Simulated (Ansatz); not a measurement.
## Random displacements in SnO

Theory: DFT PBEsol, scalar-relativistic, plane waves, PAW (Ansatz 0.2.0). Settings: plane waves to 420 eV, k-mesh 8×6×6 (Γ-centred), Gaussian smearing 0.05 eV. No spin polarisation. Energies are free energies at this smearing, counted from the undisturbed cell; pressure is positive in compression.

Reference structure (as given, not relaxed at this level; this form isn't the usual structure):

```
Sn O
1.0
     3.35500    0.00000    0.00000
     0.00000    5.67410    0.00000
     0.00000    0.00000    4.22197
Sn O
2 2
Direct
  0.00000 0.23191 0.51314
  0.50000 0.76809 0.01314
  0.00000 0.89125 0.73686
  0.50000 0.10875 0.23686
```

The cell holds layers and no dispersion correction was added, so their binding is poorly described.

The atoms are displaced (Å, in the unstrained cell):

| atom | ux | uy | uz |
| --- | --- | --- | --- |
| Sn1 | -0.010 | -0.022 | 0.031 |
| Sn2 | 0.028 | -0.064 | -0.012 |
| O3 | -0.062 | 0.062 | 0.079 |
| O4 | 0.044 | 0.024 | -0.098 |

Strain (Voigt, engineering shear): (0.0806, 0.0217, -0.0247, -0.0755, -0.0500, -0.0233).

Task: What are the energy change, the stress and the forces?

Result: ΔE = 137.0 meV/atom; stress (xx, yy, zz, yz, xz, xy; compression positive) (-11.50, -8.44, -6.37, 2.71, 0.87, 0.24) GPa; gap on the mesh 1.21 eV.
| atom | Fx (eV/Å) | Fy | Fz |
| --- | --- | --- | --- |
| Sn1 | 0.08 | -1.18 | -0.25 |
| Sn2 | -0.09 | 1.91 | -0.67 |
| O3 | 0.17 | -0.45 | -0.03 |
| O4 | -0.17 | -0.28 | 0.95 |

Cost: 1 run of about 0.4 core-minutes, on Arm Neoverse V2 (shared hosts).